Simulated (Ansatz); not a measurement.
Runs of Ansatz 0.2.0 on Pb. The structure is hexagonal, space group P6_3/mmc (No. 194). The conventional cell has a = 3.480 Å, b = 3.480 Å, c = 5.590 Å, α = 90.00°, β = 90.00°, γ = 120.00°. Around Pb (site symmetry -6m2) lie 12 Pb at 3.44 to 3.48 Å. This isn't the form of Pb at room conditions, which is fcc.

| task | level | potentials or basis | spin | k mesh | cutoff (eV) | basis error allowed | pressure (GPa) | V0 of scaled cells (Å³/atom) | B0 (GPa) |
| --- | --- | --- | --- | --- | --- | --- | --- | --- | --- |
| band structure | PBEsol | all-electron LAPW, relativistic spinors | SOC, no magnetisation | 7 × 7 × 4 | 161 | 0.001 eV/atom | 0.9 | - | - |
| single point | PBEsol | all-electron LAPW, scalar-relativistic | off | 9 × 9 × 5 | 161 | 0.001 eV/atom | 1.1 | - | - |
| band structure | PBEsol | all-electron LAPW, non-relativistic | off | 9 × 9 × 5 | 160 | 0.001 eV/atom | (a) | - | - |
| equation of state | PBEsol | all-electron LAPW, scalar-relativistic | off | 9 × 9 × 5 | - | 0.0005 eV/atom | - | 29.98 | 45 |
| band structure | PBEsol | all-electron LAPW, inner shells corrected to Dirac's equation | off | 9 × 9 × 5 | 161 | 0.001 eV/atom | 1.1 | - | - |
| band structure | LDA | all-electron LAPW, scalar-relativistic | off | 9 × 9 × 5 | 161 | 0.001 eV/atom | -0.6 | - | - |
| band structure | PBEsol | all-electron PAW datasets made for the crystal | off | 9 × 9 × 5 | 260 | - | 1.1 | - | - |
| equation of state | PBEsol | all-electron LAPW, scalar-relativistic | off | 9 × 9 × 5 | - | 0.001 eV/atom | - | 29.98 | 45 |
| band structure | PBEsol | all-electron LAPW, scalar-relativistic | off | 7 × 7 × 4 | 161 | 0.001 eV/atom | 0.7 | - | - |
| equation of state | LDA | all-electron LAPW, scalar-relativistic | off | 9 × 9 × 5 | - | 0.001 eV/atom | - | 28.98 | (b) |

Alike in all rows: cell as given; smearing fermi-dirac 0.05 eV.

Estimate the missing entries.

(a) 3.0; (b) 50.

Caveats: the cell was scaled at fixed shape and fractional positions, which overstates the stiffness of a crystal with free parameters, most of all of layers and chains (some runs); the k mesh is thin for a metal, which can move the energy by tens of meV per atom (some runs); relativity is left out, which matters for the heavier elements (some runs).

Not every run made on this cell is shown here.
